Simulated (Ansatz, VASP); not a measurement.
# S: VASP beside Ansatz

Contents of INCAR:

```
SYSTEM = S
PREC = Accurate
ENCUT = 520
EDIFF = 1E-7
ISMEAR = 0
SIGMA = 0.15
LREAL = .False.
LASPH = .True.
NELM = 100
ALGO = Normal
ISIF = 2
LWAVE = .False.
LCHARG = .False.
GGA = PE
IVDW = 12
NBANDS = 9
```

KPOINTS

```
Automatic mesh
0
Gamma
  20 20 20
  0 0 0
```

File POSCAR:

```
S
1.0
    0.0000000000      2.0541808543      1.9943503440
    2.0541808543      0.0000000000      1.9943503440
    2.0541808543      2.0541808543      0.0000000000
S
1
Direct
    0.0000000000      0.0000000000      0.0000000000
```

Input for Ansatz:

```yaml
crystal:
  lattice:
    - [0.0, 2.0541808543, 1.994350344]
    - [2.0541808543, 0.0, 1.994350344]
    - [2.0541808543, 2.0541808543, 0.0]
  atoms:
    - { symbol: S, position: [0.0, 0.0, 0.0] }
basis:
  ecutwfc: 420
kpoints:
  mp_grid: { grid: [20, 20, 20] }
hamiltonian:
  xc: pbe
  dispersion: d3bj
scf:
  occupations: { method: gaussian, width: 0.15 }
output:
  forces: true
  stress: true
  eigenvalues: true
```

Change from the starting cell: strain +0.030 along x and y, +0.000 along z, atoms carried along.

Alike in both runs: task single point; functional PBE; dispersion D3(BJ); k mesh 20 × 20 × 20; occupations gaussian, width 0.15 eV; no spin polarisation.

|  | VASP | Ansatz |
| --- | --- | --- |
| version | VASP 6.6.1 | Ansatz 0.2.0 |
| potentials or method | VASP PAW PBE potentials, release 64 (S) | scalar-relativistic, plane waves, PAW |
| plane-wave cutoff (eV) | 520 | 420 |
| valence electrons in the cell | 6 | 6 |

```csv
,VASP,Ansatz,Ansatz less VASP
gap on the k mesh at the Fermi level (eV),none,none,-
pressure (GPa),-7.7,-7.6,+0.12
largest component of the traceless stress (GPa),1.61,1.61,+0.002
```

A gap of «none» marks a metal or a gap that the smearing closes.

Caveats: pairwise dispersion overbinds metals, which lowers pressure and volume.
